## Two gaps, one offset: estimating band gaps of silicon carbide by hand

If one program finds a slightly smaller band gap than another for the same crystal, the natural guess is that its whole energy scale is slightly compressed. Every energy distance should then shrink by the same percentage, the large ones by more than the small ones. For silicon carbide this guess fails in an instructive way. The two gaps in the table shrink by the same amount of energy, and this makes one of them easy to estimate from the other.

Kohn-Sham DFT calculations with the PBE functional for SiC (space group P6_3mc, 8 atoms) in one fixed cell, without spin polarisation or spin-orbit coupling. Both gaps are taken on a 10x10x3 k mesh, with Fermi-Dirac smearing of 0.05 eV. The basis column gives the plane-wave cutoff or, for Octopus, the setting of its real-space grid.

```
         program                            potentials    basis  gap (eV)  direct gap (eV)  gap less the median of the rows (eV)
            GPAW  GPAW PAW data sets (gpaw data 1.2.1)   800 eV   2.21900            3.343                                -0.012
Quantum ESPRESSO               SSSP 1.3 efficiency PBE   748 eV   2.22500            3.350                                -0.006
          ABACUS   PseudoDojo NC SR 0.4.1 PBE standard  1116 eV   2.23100            3.356                                 0.000
            DFTK        dojo.nc.sr.pbe.v0_4_1.standard  1116 eV   2.23100            3.356                                 0.000
         Octopus                        pseudodojo_pbe  default   2.23100            3.355                                 0.000
```

Three sizes of disagreement are worth remembering. Programs that use the same family of potentials agree on this gap to better than a thousandth of an eV. Programs with different potentials and cutoffs agree to about a hundredth of an eV. The PBE functional itself misses the measured gap by about one eV.

### What the two gaps measure

An electron in a crystal is labelled by a wave vector, or k point, and its allowed energies form bands that rise and fall as the k point changes. The **gap** is the distance from the highest filled level to the lowest empty level, wherever on the mesh of k points these two lie. The **direct gap** is the smallest distance between a filled and an empty level at one and the same k point. It matters for light, because a photon carries almost no momentum and lifts an electron nearly vertically in the band diagram.

In this crystal, the 4H form of silicon carbide, the direct gap is larger than the gap by about 1.1 eV. The top of the filled bands and the bottom of the empty bands therefore lie at different k points. For this form the top is known to lie at the zone centre, called Γ, and the bottom at a point on the zone boundary, called M.

### Why an offset and not a percentage

The difference between the two gaps can be split exactly. Take the k point at which the vertical distance is smallest. There the empty band lies some height above its lowest point, and the filled band lies some depth below its highest point. The direct gap is the gap plus this height plus this depth.

Now suppose that the smallest vertical distance occurs at M, where the empty band has its minimum. The height is then zero, and only the depth of the filled band at M remains:

direct gap = gap + depth of the filled band at M

The energy of the empty level at M enters both gaps in the same way. If a program places that level a little lower, both gaps fall by the same amount and their difference stays put. The Octopus run lists the levels at every k point, M included, so the place of the smallest vertical distance can be read directly from that run. The argument here does not draw on that list, and the place at M is an inference. It fits the results: before rounding, the difference between the two gaps varies by only about half a meV over the five rows.

### The rule and two worked rows

The rule needs two numbers, both averaged over the three rows with PseudoDojo potentials (ABACUS, DFTK and Octopus). The gap is 2.231 eV, and the direct gap lies 1.124 eV above the gap. The rows for GPAW and Quantum ESPRESSO played no part in fixing these numbers, so they can serve as a test. Errors quoted in meV below are worked out before rounding and can differ slightly from those found with the printed digits.

Take GPAW first, and suppose that only its gap is known, 2.219 eV. Adding the offset gives 2.219 + 1.124 = 3.343 eV for the direct gap, which is the value that GPAW computes. A fixed percentage does worse. If the ratio of the two gaps is carried over from the PseudoDojo rows instead of their difference, the direct gap of GPAW comes out about 7 meV too low.

For Quantum ESPRESSO the same step gives 2.225 + 1.124 = 3.349 eV, against a computed 3.350 eV. The fixed ratio again errs on the low side, here by about 3 meV. These are small energies, but the three PseudoDojo programs agree so closely that the contrast between the two recipes is clear.

If nothing at all is known from the second program, the first number of the rule has to serve as the estimate of its gap. That costs about 13 meV for GPAW and 6 meV for Quantum ESPRESSO, and the error passes almost unchanged into the direct gap. Relative to the gap itself, it is about 0.6 percent at worst.

Over the whole table, the gap plus the offset reproduces the direct gap to within 1 meV, the last printed digit. The output below sets this recipe beside the fixed ratio and beside a direct gap that does not change at all.

### Which level moves

The success of the offset suggests that the programs differ in how far above the filled bands they place the bottom of the empty ones. It might seem to follow that all the empty bands slide down together. The same calculations contradict this. At the zone centre the first empty level lies 5.114 eV above the top of the filled bands in all five runs, whereas a common slide would have lowered it by about 13 meV in GPAW.

The disagreement is therefore selective: it affects the edge of the empty bands away from the zone centre and leaves the first empty level at the centre where it was. A plausible reason is that the two states are spread differently over the silicon and carbon atoms, so that they feel different parts of the potentials that stand in for the inner electrons. The table cannot test this.

Nor can it settle how much of the shift is due to the potentials. ABACUS and DFTK expand the electron waves in plane waves and Octopus uses a grid in space, yet with potentials of one family they agree. This makes the potentials the likely source of the remaining differences. In GPAW and Quantum ESPRESSO, however, the cutoff changes along with the potentials, and separating the two would take runs in which only one of them is varied.

### Where the rule stops

The rule belongs to one fixed cell. In that cell GPAW reports a pressure about 1.3 GPa higher than ABACUS does. With a stiffness of roughly 220 GPa, a rough recalled value for silicon carbide, this corresponds to a volume difference of about 0.6 percent if each program were allowed to relax the crystal. Gaps from relaxed cells would then differ for two reasons, the program and the volume, and the hundredth of an eV quoted above, found in one fixed cell, need not hold for them.

The rule also belongs to one mesh of k points. A mesh that skips the top of the filled bands or the bottom of the empty ones gives too large a gap, and the offset can change with it. Both numbers should therefore come from the same mesh as the value to be estimated.

The most serious limit concerns the real material. The measured gap is roughly 3.3 eV (a recalled value), about 1 eV above the PBE result. This shortfall is some eighty times the spread between the programs. It is typical of functionals of this kind, whose level differences are not the energies needed to remove and add an electron. Close agreement between programs shows that they solve nearly the same equations consistently, not that these equations give the right gap.

The table also sets a trap here. The computed direct gap, near 3.35 eV, looks like a good match to the measured value. But the measured value is the distance between band edges at different k points, and its computed counterpart is the smaller number, 2.23 eV. An engineer who picks the direct gap because it looks right has compared two different quantities.

### Carrying the idea to another crystal

The offset has to be determined anew for each material, but the reasoning carries over. The question to ask is whether the smallest vertical distance occurs at the k point where the empty bands have their minimum. If it does, a small shift of that minimum moves both gaps equally, and one offset links them as long as the programs also agree on how deep the filled band lies at that point.

If it does not, the two gaps depend on different empty levels and can drift apart. Diamond is a familiar example: its smallest vertical gap is at the zone centre, while its empty bands have their minimum far from there. For such a crystal, knowing how far one gap has moved is no sure guide to the other, and each has to be taken from the calculation itself.

Output of the analysis:

```
mean gap of the three PseudoDojo rows (eV): 2.231
mean offset direct gap less gap in the PseudoDojo rows (eV): 1.124
mean ratio direct gap to gap in the PseudoDojo rows: 1.504
spread of the gap within the PseudoDojo rows (meV): 0.428
spread of the gap over all rows (meV): 12.79
spread of the gap over all rows (percent of the gap): 0.573
spread of the offset over all rows (meV): 0.498
hand rule on the printed values:
               row  gap eV  gap plus 1.124 eV  direct gap eV  miss meV
              GPAW   2.219              3.343          3.343         0
  Quantum ESPRESSO   2.225              3.349           3.35        -1
            ABACUS   2.231              3.355          3.356        -1
              DFTK   2.231              3.355          3.356        -1
           Octopus   2.231              3.355          3.355         0
misses in meV with constants from the PseudoDojo rows:
               row  constant gap  direct gap by fixed offset  direct gap by fixed ratio  direct gap unchanged  zone centre level by rigid band shift
              GPAW         12.64                     -0.4137                     -6.782                 12.22                                 -12.64
  Quantum ESPRESSO         5.967                     0.08433                     -2.923                 6.052                                 -5.967
            ABACUS       -0.1307                    -0.04167                    0.02419               -0.1723                                 0.1307
              DFTK       -0.1487                    -0.03967                    0.03526               -0.1883                                 0.1487
           Octopus        0.2793                     0.08133                   -0.05945                0.3607                                -0.2793
occupation at the conduction edge for a Fermi level at midgap and width 0.05 eV: 2.043e-10
shortfall of the PBE gap against a rough recalled 3.3 eV (eV): 1.069
that shortfall divided by the spread over all rows: 83.6
pressure of GPAW less pressure of ABACUS in the same cell (GPa): 1.318
rough volume difference after relaxation that this implies (percent): 0.5989
```
